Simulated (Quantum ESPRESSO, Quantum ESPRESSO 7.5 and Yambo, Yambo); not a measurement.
**A GW chain in Yambo: KF (Carobbiite)**

Aim: the G0W0 gap of KF (Carobbiite) on PBE, step by step.

Method: PBE and many-body steps on it, plane waves, in Quantum ESPRESSO 7.5 and Yambo 5.3.0.

Most raw output is cut from this account.

## (1) The starting structure

The structure is cubic, space group Fm-3m (No. 225). The conventional cell has a = 5.344 Å, b = 5.344 Å, c = 5.344 Å, α = 90.00°, β = 90.00°, γ = 90.00°. Nearest to K lie 6 F at 2.67 Å. Nearest to F lie 6 K at 2.67 Å. Farther neighbours and most contacts between anions are not listed.

The cell and positions come from the Crystallography Open Database and are kept as given unless a step says otherwise.

## (2) Ground state

This step: Quantum ESPRESSO 7.5; DFT, PBE, plane waves, norm-conserving pseudopotentials.

The ground-state density comes first.

Contents of pw.in:

```
&control
  calculation = 'scf'
  prefix = 'x'
  outdir = 'o'
  pseudo_dir = 'pseudo'
/
&system
  ibrav = 0
  nat = 2
  ntyp = 2
  ecutwfc = 72.0
  nbnd = 13
  force_symmorphic = .true.
/
&electrons
  conv_thr = 1e-10
  electron_maxstep = 80
  mixing_beta = 0.5
/
ATOMIC_SPECIES
  K 39.098 K.upf
  F 18.998 F.upf
CELL_PARAMETERS angstrom
  -0.0000000000 2.6718500000 2.6718500000
  2.6718500000 -0.0000000000 2.6718500000
  2.6718500000 2.6718500000 0.0000000000
ATOMIC_POSITIONS crystal
  K 0.0000000000 0.0000000000 0.0000000000
  F 0.5000000000 0.5000000000 0.5000000000
K_POINTS automatic
  6 6 6 0 0 0
```

Launch:

```console
> OMP_NUM_THREADS=1 mpirun -n 4 pw.x -nk 4 -in pw.in > pw.out
```

Elapsed: 3.5 s, on 4 MPI ranks of Arm Neoverse V1, shared host; peak memory 0.24 GiB; 14 s of CPU time.

Numbers from this step:

- total energy: -1491.8402 eV
- gap: 6.199 eV
- k of the valence top: 0, 0, 0
- k of the conduction bottom: 0, 0, 0
- least direct gap: 6.199 eV

The gap is direct, at Γ.

## (3) Bands along the symmetry lines

The cheap functional maps the bands first; the places of the edges decide which points the dearer methods must see.

Contents of pw.in:

```
&control
  calculation = 'bands'
  prefix = 'x'
  outdir = 'o'
  pseudo_dir = 'pseudo'
/
&system
  ibrav = 0
  nat = 2
  ntyp = 2
  ecutwfc = 72.0
  nbnd = 14
  force_symmorphic = .true.
/
&electrons
  conv_thr = 1e-9
  electron_maxstep = 80
  diago_full_acc = .true.
  diago_thr_init = 5e-6
/
ATOMIC_SPECIES
  K 39.098 K.upf
  F 18.998 F.upf
CELL_PARAMETERS angstrom
  -0.0000000000 2.6718500000 2.6718500000
  2.6718500000 -0.0000000000 2.6718500000
  2.6718500000 2.6718500000 0.0000000000
ATOMIC_POSITIONS crystal
  K 0.0000000000 0.0000000000 0.0000000000
  F 0.5000000000 0.5000000000 0.5000000000
K_POINTS crystal
  50
  0.00000000 0.00000000 0.00000000 1
  0.06250000 0.00000000 0.06250000 1
  0.12500000 0.00000000 0.12500000 1
  0.18750000 0.00000000 0.18750000 1
  0.25000000 0.00000000 0.25000000 1
  0.31250000 0.00000000 0.31250000 1
  0.37500000 0.00000000 0.37500000 1
  0.43750000 0.00000000 0.43750000 1
  0.50000000 0.00000000 0.50000000 1
  0.51562500 0.03125000 0.51562500 1
  0.53125000 0.06250000 0.53125000 1
  0.54687500 0.09375000 0.54687500 1
  0.56250000 0.12500000 0.56250000 1
  0.57812500 0.15625000 0.57812500 1
  0.59375000 0.18750000 0.59375000 1
  0.60937500 0.21875000 0.60937500 1
  0.62500000 0.25000000 0.62500000 1
  0.37500000 0.37500000 0.75000000 1
  0.32812500 0.32812500 0.65625000 1
  0.28125000 0.28125000 0.56250000 1
  0.23437500 0.23437500 0.46875000 1
  0.18750000 0.18750000 0.37500000 1
  0.14062500 0.14062500 0.28125000 1
  0.09375000 0.09375000 0.18750000 1
  0.04687500 0.04687500 0.09375000 1
  0.00000000 0.00000000 0.00000000 1
  0.06250000 0.06250000 0.06250000 1
  0.12500000 0.12500000 0.12500000 1
  0.18750000 0.18750000 0.18750000 1
  0.25000000 0.25000000 0.25000000 1
  0.31250000 0.31250000 0.31250000 1
  0.37500000 0.37500000 0.37500000 1
  0.43750000 0.43750000 0.43750000 1
  0.50000000 0.50000000 0.50000000 1
  0.50000000 0.46875000 0.53125000 1
  0.50000000 0.43750000 0.56250000 1
  0.50000000 0.40625000 0.59375000 1
  0.50000000 0.37500000 0.62500000 1
  0.50000000 0.34375000 0.65625000 1
  0.50000000 0.31250000 0.68750000 1
  0.50000000 0.28125000 0.71875000 1
  0.50000000 0.25000000 0.75000000 1
  0.50000000 0.21875000 0.71875000 1
  0.50000000 0.18750000 0.68750000 1
  0.50000000 0.15625000 0.65625000 1
  0.50000000 0.12500000 0.62500000 1
  0.50000000 0.09375000 0.59375000 1
  0.50000000 0.06250000 0.56250000 1
  0.50000000 0.03125000 0.53125000 1
  0.50000000 0.00000000 0.50000000 1
```

Run time: 3.7 s. Hardware: 4 MPI ranks; peak memory 0.19 GiB.

Numbers from this step:

| Property | Result |
| --- | --- |
| gap | 6.199 eV |
| k of the valence top | 0, 0, 0 |
| k of the conduction bottom | 0, 0, 0 |
| least direct gap | 6.199 eV |

The gap is 6.199 eV, as in the run before at this level.

The electronic bands at the labelled points (eV, zero at the top of the highest filled band; v1 is the highest filled band, c1 the lowest empty one):

| point | v4 | v3 | v2 | v1 | c1 | c2 | c3 | c4 |
| --- | --- | --- | --- | --- | --- | --- | --- | --- |
| Γ | -9.36 | 0.00 | 0.00 | 0.00 | 6.20 | 10.69 | 10.69 | 10.69 |
| halfway | -9.47 | -0.48 | -0.05 | -0.05 | 8.00 | 9.20 | 12.12 | 12.12 |
| X | -9.57 | -0.21 | -0.06 | -0.06 | 8.23 | 10.33 | 11.82 | 13.52 |
| halfway | -9.56 | -0.20 | -0.14 | -0.10 | 8.45 | 10.55 | 11.42 | 13.52 |
| U | -9.51 | -0.33 | -0.19 | -0.19 | 8.98 | 10.74 | 11.08 | 13.51 |
| jump to K | -9.51 | -0.33 | -0.19 | -0.19 | 8.98 | 10.74 | 11.08 | 13.51 |
| halfway | -9.37 | -0.54 | -0.27 | -0.08 | 8.24 | 9.85 | 11.63 | 11.72 |
| Γ | -9.36 | 0.00 | 0.00 | 0.00 | 6.20 | 10.69 | 10.69 | 10.69 |
| halfway | -9.38 | -0.43 | -0.18 | -0.18 | 7.71 | 10.11 | 11.41 | 11.41 |
| L | -9.40 | -0.78 | -0.34 | -0.34 | 9.09 | 10.63 | 12.05 | 12.05 |
| halfway | -9.44 | -0.56 | -0.28 | -0.25 | 9.42 | 10.11 | 11.67 | 12.67 |
| W | -9.45 | -0.40 | -0.16 | -0.16 | 9.75 | 9.75 | 11.21 | 13.35 |
| halfway | -9.51 | -0.23 | -0.20 | -0.09 | 8.66 | 10.73 | 11.06 | 13.50 |
| X | -9.57 | -0.21 | -0.06 | -0.06 | 8.23 | 10.33 | 11.82 | 13.52 |

## (4) Empty states on the mesh, 4×4×4 mesh, 94 bands

The sums over transitions need many empty states on a uniform mesh; this step solves for them.

Contents of pw.in:

```
&control
  calculation = 'nscf'
  prefix = 'x'
  outdir = 'o'
  pseudo_dir = 'pseudo'
/
&system
  ibrav = 0
  nat = 2
  ntyp = 2
  ecutwfc = 72.0
  nbnd = 94
  force_symmorphic = .true.
/
&electrons
  conv_thr = 1e-9
  electron_maxstep = 80
  diago_full_acc = .true.
  diago_thr_init = 5e-6
/
ATOMIC_SPECIES
  K 39.098 K.upf
  F 18.998 F.upf
CELL_PARAMETERS angstrom
  -0.0000000000 2.6718500000 2.6718500000
  2.6718500000 -0.0000000000 2.6718500000
  2.6718500000 2.6718500000 0.0000000000
ATOMIC_POSITIONS crystal
  K 0.0000000000 0.0000000000 0.0000000000
  F 0.5000000000 0.5000000000 0.5000000000
K_POINTS automatic
  4 4 4 0 0 0
```

It took 5.4 s on 4 MPI ranks; peak memory 0.27 GiB; 21 s of CPU time.

Numbers from this step:

```
gap                                                           : 6.199 eV
k of the valence top                                          : 0, 0, 0
k of the conduction bottom                                    : 0, 0, 0
least direct gap                                              : 6.199 eV
k points computed                                             : 8
lowest point of the top converged band, above the valence top : 93.7997 eV
```

On this mesh the gap is 6.199 eV.

## (5) Conversion and set-up

This step: Yambo 5.3.0; conversion and set-up on PBE, plane waves, norm-conserving pseudopotentials.

The states are converted to the many-body program's format and the q mesh is built.

Launch:

```console
> (cd o/x.save; p2y > p2y.log; mv SAVE ../..); yambo > setup.log
```

Elapsed: 2.4 s, on 1 MPI rank; peak memory 0.24 GiB.

## (6) Screening and self-energy, 4×4×4 mesh, 94 bands, screening to 163.3 eV

G0W0 replaces the xc potential by the self-energy, built once from these orbitals. Only a window of levels is corrected, while the sums run over the empty bands that the input names.

This step: G0W0 on PBE, plane waves, norm-conserving pseudopotentials.

Contents of gw1.in:

```
HF_and_locXC
gw0
dyson
ppa
em1d
rim_cut
RandQpts= 1000000
RandGvec= 1 RL
EXXRLvcs= 72 Ry
VXCRLvcs= 288 Ry
Chimod= "HARTREE"
% BndsRnXp
 1 | 94 |
%
NGsBlkXp= 12 Ry
% LongDrXp
 1 | 1 | 1 |
%
% GbndRnge
 1 | 94 |
%
DysSolver= "n"
ExtendOut
PPAPntXp= 27.21138 eV
% QPkrange
 1 | 1 | 7 | 10 |
%
```

Launch:

```console
> OMP_NUM_THREADS=1 mpirun -n 4 yambo -F gw1.in -J gw1 -C gw1 > gw1.log
```

Run time: 30 s. Hardware: 4 MPI ranks; peak memory 1.3 GiB; 1.9 min of CPU time.

Numbers from this step:

| Item | Value |
| --- | --- |
| G0W0 gap on the points computed | 9.539 eV |
| starting gap on the mesh | 6.199 eV |
| k of the valence top | 0, 0, 0 |
| k of the conduction bottom | 0, 0, 0 |
| least direct G0W0 gap on the computed points | 9.539 eV |
| Z at the valence top | 0.8129 |
| Z at the conduction bottom | 0.9008 |

The gap on the mesh goes from 6.20 eV to 9.54 eV, a correction of +3.34 eV.

Limits: finite bands, cutoff and mesh; coarse k mesh. v1 is the top filled band, c1 the lowest empty one. The levels before and after the correction (eV, zero at the valence-band top of each column):

|  | conduction bottom | valence top |
| --- | --- | --- |
| Kohn-Sham | 6.20 | 0.00 |
| G0W0 | 9.54 | 0.00 |

|  | level | energy (eV) |
| --- | --- | --- |
| Kohn-Sham | Γ v2-v1 | 0.000 |
| Kohn-Sham | Γ c1 | 6.199 |
| Kohn-Sham | Γ c2 | 10.694 |
| G0W0 | Γ v2-v1 | 0.000 |
| G0W0 | Γ c1 | 9.539 |
| G0W0 | Γ c2 | 15.520 |

## (7) Where the time went

Times are wall times on the hardware named with each run, good to a factor of about two.

| step | time | share | memory (GiB) |
| --- | --- | --- | --- |
| ground state | 3.5 s | 8 % | 0.24 |
| bands along the symmetry lines | 3.7 s | 8 % | 0.19 |
| empty states on the mesh | 5.4 s | 12 % | 0.27 |
| conversion and set-up | 2.4 s | 5 % | 0.24 |
| screening and self-energy | 30 s | 66 % | 1.3 |

## (8) Results

| Item | Value |
| --- | --- |
| PBE gap | 6.20 eV, direct |
| G0W0 gap on the mesh | 9.54 eV |
| GW settings | 4×4×4 mesh, 94 bands, screening to 163.3 eV, Godby-Needs plasmon pole |
| known limits | not at the basis limit; coarse k mesh |

G0W0 moves the gap on the mesh from 6.20 eV to 9.54 eV (+3.34 eV), with Z of 0.81 and 0.90 at the edges. Only 1 of the mesh's irreducible points was corrected, so a valley elsewhere could overtake. The dearest step here is «screening and self-energy». Bands and cutoff are finite, so the gap is not at the basis limit. The miss can reach some tenths of an eV and take either sign; the mesh is an error of its own. In the G0W0 run levels were corrected at 1 k point alone, so a gap called «on the mesh» is the least over those, and an edge elsewhere would be missed. The 4×4×4 mesh is coarse for this cell, which bears on the long-range parts of exchange and screening.

[Paths, hosts, dates, memory and timing lines, banners, echoed tables and standing remarks are left out of the program output.]

[Logs are printed without paths, hosts, clocks, repeated set-up lines and the standing remarks that a program may print on its own settings, such as how far it seeks lower states.]

[Runs of the session that timed out or met a known fault of the program may be left out.]

[Hosts, paths, dates, database ids (printed as entryN), source tags and the programs' standing remarks are cut or masked in the printed files.]
